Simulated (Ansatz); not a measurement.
Space group I4/mmm (No. 139). a = 3.816 Å, b = 3.816 Å, c = 8.554 Å, α = 90.00°, β = 90.00°, γ = 90.00°
| atom | site | symmetry | x | y | z |
| --- | --- | --- | --- | --- | --- |
| Ti | 2a | 4/mmm | 0.0000 | 0.0000 | 0.0000 |
| Al | 2b | 4/mmm | 0.5000 | 0.5000 | 0.0000 |
| Al | 4d | -4m2 | 0.0000 | 0.5000 | 0.2500 |

Equation of state of this TiAl3 structure (not necessarily the ground state), with shape and atoms relaxed at each volume where symmetry leaves them free. It has no gap at any of these volumes. All numbers below come from DFT PBEsol, scalar-relativistic, plane waves, PAW in Ansatz.

Plane waves to 420 eV, a k mesh through Γ of 16×16×16 on the computed 4-atom cell and Gaussian smearing (0.10 eV); no spin polarisation.

```json
{"V (Å³/atom)": "13.699", "E − E(largest V) (meV/atom)": "50.12", "P (GPa)": "18.40"}
{"V (Å³/atom)": "14.166", "E − E(largest V) (meV/atom)": "5.04", "P (GPa)": "12.70"}
{"V (Å³/atom)": "14.633", "E − E(largest V) (meV/atom)": "-24.63", "P (GPa)": "7.81"}
{"V (Å³/atom)": "15.100", "E − E(largest V) (meV/atom)": "-41.08", "P (GPa)": "3.60"}
{"V (Å³/atom)": "15.567", "E − E(largest V) (meV/atom)": "-46.17", "P (GPa)": "0.00"}
{"V (Å³/atom)": "16.034", "E − E(largest V) (meV/atom)": "-41.49", "P (GPa)": "-3.11"}
{"V (Å³/atom)": "16.501", "E − E(largest V) (meV/atom)": "-28.43", "P (GPa)": "-5.77"}
{"V (Å³/atom)": "17.123", "E − E(largest V) (meV/atom)": "0.00", "P (GPa)": "-8.74"}
```

Question: Fit a third-order Birch–Murnaghan equation to E(V).

Answer: V0 = 15.56 Å³/atom, B0 = 111 GPa, B0' = 4.0.